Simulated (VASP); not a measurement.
# MoS2 in VASP: further runs, part 2 of 2

VASP 6.6.1. The steps go on from the part before.

## Step 4: Single point, PBE (atoms moved at random, drawn with an rms of 0.05 Å)

Input file INCAR:

```
SYSTEM = MoS2
PREC = Accurate
ENCUT = 520
EDIFF = 1E-7
ISMEAR = -1
SIGMA = 0.05
LREAL = .FALSE.
LASPH = .TRUE.
NELM = 60
ALGO = Normal
ISIF = 2
LWAVE = .FALSE.
LCHARG = .FALSE.
GGA = PE
NBANDS = 49
```

Input file KPOINTS:

```
Automatic mesh
0
G
  10 10 1
  0 0 0
```

Input file POSCAR:

```
MoS2
1.0
    3.1840155185      0.0000000000      0.0000000000
   -1.5920077592      2.7574383250      0.0000000000
    0.0000000000      0.0000000000     28.3873198000
Mo S
3 6
Direct
    0.3449470000      0.6646980000      0.2286530000
    0.3282070000      0.6817700000      0.7723530000
    0.6658680000      0.3319590000      0.0016810000
    0.6710360000      0.3426620000      0.1738930000
    0.6713100000      0.3406660000      0.7165420000
    0.3361460000      0.6737070000      0.9449390000
    0.6533420000      0.3245620000      0.2825100000
    0.6776040000      0.3365640000      0.8278660000
    0.3431790000      0.6738580000      0.0526010000
```

Potentials or basis: VASP PAW PBE potentials, release 64 (Mo_sv, S).

On the command line:

```
> cat potpaw_PBE.64/Mo_sv/POTCAR potpaw_PBE.64/S/POTCAR > POTCAR
> mpirun -np 1 vasp_std > vasp.out
```

OUTCAR:

```text
SYSTEM = MoS2
   PREC = Accurate
   ENCUT = 520
   EDIFF = 1E-7
   ISMEAR = -1
   LREAL = .FALSE.
   LASPH = .TRUE.
   NELM = 60
   ISIF = 2
   GGA = PE

 ion  position               nearest neighbor table
   1  0.345  0.665  0.229-   7 2.35   4 2.37   7 2.38   4 2.42   4 2.43   7 2.44
   2  0.328  0.682  0.772-   8 2.39   8 2.40   5 2.41   5 2.41   5 2.46   8 2.48
   3  0.666  0.332  0.002-   9 2.32   9 2.33   9 2.36   6 2.43   6 2.45   6 2.45
   4  0.671  0.343  0.174-   1 2.37   1 2.42   1 2.43
   5  0.671  0.341  0.717-   2 2.41   2 2.41   2 2.46
   6  0.336  0.674  0.945-   3 2.43   3 2.45   3 2.45
   7  0.653  0.325  0.283-   1 2.35   1 2.38   1 2.44
   8  0.678  0.337  0.828-   2 2.39   2 2.40   2 2.48
   9  0.343  0.674  0.053-   3 2.32   3 2.33   3 2.36

  LATTYP: Found a hexagonal cell.
 ALAT       =     3.1840155185
 C/A-ratio  =     8.9155720615

  Lattice vectors:

 A1 = (   3.1840155185,   0.0000000000,   0.0000000000)
 A2 = (  -1.5920077592,   2.7574383250,   0.0000000000)
 A3 = (   0.0000000000,   0.0000000000,  28.3873198000)

Analysis of symmetry for initial positions (statically):
=====================================================================
 Subroutine PRICEL returns:
 Original cell was already a primitive cell.

 Routine SETGRP: Setting up the symmetry group for a
 hexagonal supercell.

 Subroutine GETGRP returns: Found  1 space group operations
 (whereof  1 operations were pure point group operations)
 out of a pool of 24 trial point group operations.

The static configuration has the point symmetry C_1 .

Analysis of symmetry for dynamics (positions and initial velocities):
=====================================================================
 Subroutine PRICEL returns:
 Original cell was already a primitive cell.

 Routine SETGRP: Setting up the symmetry group for a
 hexagonal supercell.

 Subroutine GETGRP returns: Found  1 space group operations
 (whereof  1 operations were pure point group operations)
 out of a pool of 24 trial point group operations.

The dynamic configuration has the point symmetry C_1 .

 Subroutine INISYM returns: Found  1 space group operations
 (whereof  1 operations are pure point group operations),
 and found     1 'primitive' translations

----------------------------------------------------------------------------------------

                                     Primitive cell

  volume of cell :     249.2329

  direct lattice vectors                    reciprocal lattice vectors
     3.184015518  0.000000000  0.000000000     0.314068821  0.181327718  0.000000000
    -1.592007759  2.757438325  0.000000000     0.000000000  0.362655437  0.000000000
     0.000000000  0.000000000 28.387319800     0.000000000  0.000000000  0.035226996

  length of vectors
     3.184015518  3.184015518 28.387319800     0.362655437  0.362655437  0.035226996

  position of ions in fractional coordinates (direct lattice)
     0.344947000  0.664698000  0.228653000
     0.328207000  0.681770000  0.772353000
     0.665868000  0.331959000  0.001681000
     0.671036000  0.342662000  0.173893000
     0.671310000  0.340666000  0.716542000
[... 49 lines left out ...]
  0.200000  0.000000  0.000000      2.000000
  0.000000  0.200000  0.000000      2.000000
[... 16 lines left out ...]
 -0.200000  0.300000  0.000000      2.000000
  0.100000  0.200000  0.000000      2.000000
 [... further k-points ...]
   k-points           NKPTS =     52   k-points in BZ     NKDIM =     52   number of bands    NBANDS=     49
   number of dos      NEDOS =    301   number of ions     NIONS =      9
   total plane-waves  NPLWV = 124416
   dimension x,y,z NGX =    24 NGY =   24 NGZ =  216
   dimension x,y,z NGXF=    48 NGYF=   48 NGZF=  432
   ions per type =               3   6
   NGX,Y,Z   is equivalent  to a cutoff of  12.53, 12.53, 12.65 a.u.
   NGXF,Y,Z  is equivalent  to a cutoff of  25.06, 25.06, 25.30 a.u.
 SYSTEM =  MoS2
   PREC   = accura    normal or accurate (medium, high low for compatibility)
   ISTART =      0    job   : 0-new  1-cont  2-samecut
   ICHARG =      2    charge: 1-file 2-atom 10-const
   ISPIN  =      1    spin polarized calculation?
   LNONCOLLINEAR =      F non collinear calculations
   LSORBIT =      F    spin-orbit coupling
   LASPH  =      T    aspherical Exc in radial PAW
   ENCUT  =  520.0 eV  38.22 Ry    6.18 a.u.   5.92  5.92 52.78*2*pi/ulx,y,z
   NELM   =     60;   NELMIN=  2; NELMDL= -5     # of ELM steps
   EDIFF  = 0.1E-06   stopping-criterion for ELM
   LREAL  =      F    real-space projection
   EDIFFG = 0.1E-05   stopping-criterion for IOM
   NSW    =      0    number of steps for IOM
   IBRION =     -1    ionic relax: 0-MD 1-quasi-New 2-CG
   NFREE  =      0    steps in history (QN), initial steepest desc. (CG)
   ISIF   =      2    stress and relaxation
   ISYM   =      2    0-nonsym 1-usesym 2-fastsym
   POTIM  = 0.5000    time-step for ionic-motion
   TEBEG  =    0.0;   TEEND  =   0.0 temperature during run
   PSTRESS=    0.0 pullay stress
   NELECT =      78.0000    total number of electrons
   NUPDOWN=      -1.0000    fix difference up-down
   EMIN   =  10.00;   EMAX   =-10.00  energy-range for DOS
   EFERMI =   0.00;   METHOD = LEGACY
   ISMEAR =    -1;   SIGMA  =   0.05  broadening in eV -4-tet -1-fermi 0-gaus
   EFERMI_NEDOS =   21; number of points for ismear=-14 and -15
   IALGO  =     38    algorithm
   IMIX   =      4    mixing-type and parameters
     AMIX     =   0.40;   BMIX     =  1.00
     AMIX_MAG =   1.60;   BMIX_MAG =  1.00
  volume/ion in A,a.u.               =      27.69       186.88
  Fermi-wavevector in a.u.,A,eV,Ry     =   1.111487  2.100407 16.808697  1.235404
  Thomas-Fermi vector in A             =   2.248051
   LORBIT       =      0    0 simple, 1 ext, 2 COOP (PROOUT), +10 PAW based schemes
   GGA     = PE    functional components
   LHFCALC =     F    Hartree Fock is set to
   AEXX    =    0.0000 exact exchange contribution
   IVDW    =     0    specifies the selected vdW correction
   LEPSILON=     F    determine dielectric tensor
   LRPA    =     F    only Hartree local field effects (RPA)
 non-spin polarized calculation
  energy-cutoff  :      520.00
  volume of cell :      249.23
 maximum number of plane-waves:      6760
   NGX = 11   NGY = 11   NGZ =105

 number of electron      77.9999997 magnetization

 Free energy of the ion-electron system (eV)
  ---------------------------------------------------
  ext. energy  EPLUGINS =         0.00000000
  ---------------------------------------------------
  free energy    TOTEN  =       -65.30583507 eV

  energy without entropy =      -65.30583353  energy(sigma->0) =      -65.30583430

 E-fermi :   3.3550     XC(G=0):  -7.4239

 val. band max:        2.8651209196   @ k =   0.0000   0.0000   0.0000
 cond. band min:       3.9381128976   @ k =  -0.3000  -0.4000   0.0000
 fundamental gap:      1.0729919780
 Fermi energy:         3.3550464300

 k-point     1 :       0.0000    0.0000    0.0000
  band No.  band energies     occupation
      1     -58.6177      2.00000
      2     -58.5811      2.00000
      3     -58.4949      2.00000
      4     -32.7545      2.00000
      5     -32.7326      2.00000
      6     -32.6428      2.00000
[... 1237 lines left out ...]
     48       5.3904      0.00000
     49       6.2380      0.00000

 [... further k-points ...]

------------------------ aborting loop because EDIFF is reached ----------------------------------------

  FORCE on cell =-STRESS in cart. coord.  units (eV):
  Direction    XX          YY          ZZ          XY          YZ          ZX
  --------------------------------------------------------------------------------------
  -------------------------------------------------------------------------------------
  Total        0.9578042      1.5866131      3.0343381     -0.1927052      0.7128215     -0.3128385
  in kB        6.1571814     10.1994379     19.5060430     -1.2387926      4.5823262     -2.0110618
  external PRESSURE =      11.9542208 kB  Pullay stress =       0.0000000 kB

 VOLUME and BASIS-vectors are now :
 -----------------------------------------------------------------------------
  energy-cutoff  :      520.00
  volume of cell :      249.23
      direct lattice vectors                 reciprocal lattice vectors
     3.184015518  0.000000000  0.000000000     0.314068821  0.181327718  0.000000000
    -1.592007759  2.757438325  0.000000000     0.000000000  0.362655437  0.000000000
     0.000000000  0.000000000 28.387319800     0.000000000  0.000000000  0.035226996

 POSITION                                       TOTAL-FORCE (eV/Angst)
 -----------------------------------------------------------------------------------
      0.04011      1.83286      6.49085        -1.124258      0.120017     -0.406986
     -0.04037      1.87994     21.92503         1.056022     -0.499783     -0.170038
      1.59165      0.91536      0.04772         0.233263      0.500381     -2.626901
      1.59107      0.94487      4.93636         0.435407     -0.279461     -0.196046
      1.59512      0.93937     20.34071        -0.419898      0.207765      0.355209
     -0.00225      1.85771     26.82429         0.005091     -0.204348      0.570921
      1.56355      0.89496      8.01970         0.688591      0.159365      0.649487
      1.62169      0.92805     23.50090        -0.636555      0.291202     -0.244380
      0.01990      1.85812      1.49320        -0.237663     -0.295136      2.068734
 -----------------------------------------------------------------------------------
    total drift:                               -0.000399     -0.000830      0.000402

  FREE ENERGIE OF THE ION-ELECTRON SYSTEM (eV)
  ---------------------------------------------------
  free  energy   TOTEN  =       -65.3058350742 eV

  energy  without entropy=      -65.3058335294  energy(sigma->0) =      -65.30583430
```

Run time: 9.3 min. Hardware: 1 thread of Intel Xeon 6975P-C (Granite Rapids), shared host; peak memory 0.64 GiB.

Results:

* Free energy: -65.3058 eV
* Largest force: 2.684 eV/Å
* Band gap on the k mesh: 1.07 eV, indirect (least direct gap 1.73 eV)

Forces in eV/Å, atoms in the order of the input:
```
Mo  -1.124  0.120 -0.407
Mo   1.056 -0.500 -0.170
Mo   0.233  0.500 -2.627
S    0.435 -0.279 -0.196
S   -0.420  0.208  0.355
S    0.005 -0.204  0.571
S    0.689  0.159  0.649
S   -0.637  0.291 -0.244
S   -0.238 -0.295  2.069
```

## Step 5: Summary

| level | cell | ladder | gap on the mesh (eV) | largest force (eV/Å) |
| --- | --- | --- | --- | --- |
| PBEsol | as given | free | 1.31 | 0.15 |
| PBE | as given | - | 1.32 | 0.20 |
| PBE | atoms moved at random, drawn with an rms of 0.05 Å | - | 1.07 | 2.68 |

Alike in all rows: task single point; potentials or basis VASP PAW PBE potentials, release 64 (Mo_sv, S); no spin polarisation; k mesh 10 × 10 × 1; cutoff (eV) 520; smearing fermi-dirac 0.05 eV.

Caveats: the PAW data sets were made with another functional, which shifts forces and pressure a little (some runs).

Absolute energies hang on the potentials; compare differences alone.
